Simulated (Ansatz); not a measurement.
BeTe under changes of volume

One of the cells (21.254 Å³/atom); the others are scaled copies at fixed shape and fractional positions:

```
Te Be
1.0
     0.00000    2.77000    2.77000
     2.77000    0.00000    2.77000
     2.77000    2.77000    0.00000
Te Be
1 1
Direct
  0.75000 0.75000 0.75000
  0.00000 0.00000 0.00000
```

- Program: Ansatz 0.2.0
- Functional: PBE
- Potentials or basis: Ansatz PAW
- Cutoff: 420 eV (not typed: the program's choice for these potentials)
- k mesh: 8 × 8 × 8
- Occupations: fermi-dirac, width 0.05 eV
- Spin: no spin polarisation

```csv
volume (Å³/atom),energy over the lowest point (meV/atom),pressure (GPa),gap on the mesh (eV)
19.979,71.41,9.3,1.69
20.404,49.11,7.5,1.75
20.829,?,?,?
21.254,18.16,4.3,1.86
21.679,8.68,2.9,1.91
22.104,2.74,1.6,1.96
22.529,0.00,0.5,2.01
```

Problem. What does the run at 20.829 Å³/atom give?

Solution. Energy over the lowest point 31.50 meV/atom; pressure 5.8 GPa; gap on the mesh 1.81 eV.

Worked out: A Birch-Murnaghan fit of order 3 (a polynomial in V^(-2/3)) to the other rows has its minimum at 22.71 Å³/atom, just outside them, with B0 = V·E''(V) = 57 GPa and B' = 4.0. It gives 31.50 meV/atom at 20.829 Å³/atom, against the run's 31.50, and -dE/dV = 5.8 GPa, against 5.8. A straight line through the other rows of the gap, of slope 2.65 eV per unit of ln V, gives 1.80 eV, against the run's 1.81.

Energies are extrapolated to zero smearing.

Caveats: spin-orbit coupling is left out, which moves the levels of the heavy elements.

A mesh can miss the band edges.
